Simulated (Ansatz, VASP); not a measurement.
# BN: VASP beside Ansatz

The input INCAR:

```
PREC = Accurate
ENCUT = 520
EDIFF = 1E-6
ISMEAR = 0
SIGMA = 0.05
LREAL = F
LASPH = T
NELM = 60
ALGO = Normal
ISIF = 2
LWAVE = F
LCHARG = T
GGA = PS
LELF = T
LVHAR = T
NBANDS = 16
```

The input KPOINTS:

```
Automatic mesh
0
Gamma
  12 12 4
```

The input POSCAR:

```
BN
1.0
    2.3660439262      0.0000000000      0.0000000000
   -1.1830219631      2.0490541466      0.0000000000
    0.0000000000      0.0000000000      7.4989396197
B N
2 2
Direct
    0.3333333333      0.6666666667      0.2500000000
    0.6666666667      0.3333333333      0.7500000000
    0.3333333333      0.6666666667      0.7500000000
    0.6666666667      0.3333333333      0.2500000000
```

Input for Ansatz:

```yaml
crystal:
  lattice:
    - [2.3660439262, 0.0, 0.0]
    - [-1.1830219631, 2.0490541466, 0.0]
    - [0.0, 0.0, 7.4989396197]
  atoms:
    - { symbol: B, position: [0.3333333333, 0.6666666667, 0.25] }
    - { symbol: B, position: [0.6666666667, 0.3333333333, 0.75] }
    - { symbol: "N", position: [0.3333333333, 0.6666666667, 0.75] }
    - { symbol: "N", position: [0.6666666667, 0.3333333333, 0.25] }
basis:
  ecutwfc: 520.0
kpoints:
  mp_grid: { grid: [12, 12, 4] }
hamiltonian:
  xc: pbesol
  pseudopotentials: { kind: paw, azcp: { folder: soft_1 } }
scf:
  occupations: { method: gaussian, width: 0.05 }
output:
  forces: true
  stress: true
  eigenvalues: true
```

Alike in both runs: task single point; functional PBEsol; k mesh 12 × 12 × 4; occupations gaussian, width 0.05 eV; no spin polarisation.

|  | VASP | Ansatz |
| --- | --- | --- |
| version | VASP 6.6.1 | Ansatz 0.2.0 |
| potentials or method | VASP PAW PBE potentials, release 64 (B, N) | scalar-relativistic, plane waves, PAW |
| plane-wave cutoff (eV) | 520 | 520 |
| valence electrons in the cell | 16 | 16 |

|  | VASP | Ansatz | Ansatz less VASP |
| --- | --- | --- | --- |
| gap on the k mesh at the Fermi level (eV) | 4.35 | 4.36 | +0.008 |
| least direct gap on the mesh (eV) | 5.03 | 5.03 | +0.003 |

Ansatz warned: «pseudo_functional_mismatch».

 A k mesh can miss the band edges.
